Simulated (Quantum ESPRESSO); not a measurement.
**TiAl: equation of state with LDA**

The system is TiAl.

```
Ti Al
1.0
     3.17906    0.00000    0.00000
     0.00000    3.17906    0.00000
     0.00000    0.00000    3.17906
Ti Al
1 1
Direct
  0.00000 0.00000 0.00000
  0.50000 0.50000 0.50000
```

The cell comes from a database or a generator and needn't be the stable form of this composition.

| Property | Result |
| --- | --- |
| Program | Quantum ESPRESSO 7.5 |
| Task | equation of state |
| Functional | LDA |
| Potentials or basis | GBRV 1.5 LDA |
| Cutoff | 612 eV |
| Density cutoff | 4898 eV |
| k mesh | 8 × 8 × 8 |
| Occupations | fermi-dirac, width 0.05 eV |
| Spin | no spin polarisation |
| Form of the LDA correlation | PZ81 |
| Mixing beta | 0.5 |
| Most SCF iterations | 120 |
| SCF threshold | 4e-10 Ry |

* Equilibrium volume: 15.26 Å³/atom
* Bulk modulus: 125 GPa
* Pressure derivative of the bulk modulus: 4.0

Energy against volume, from the lowest point:
```tsv
volume (Å³/atom)	energy (meV/atom)
15.101	0.00
15.422	0.05
15.743	5.07
16.065	14.62
16.386	28.27
16.707	45.60
17.028	66.20
```

All runs of the series together: 39 s on 2 threads of Arm Neoverse V1, with other jobs on the host.
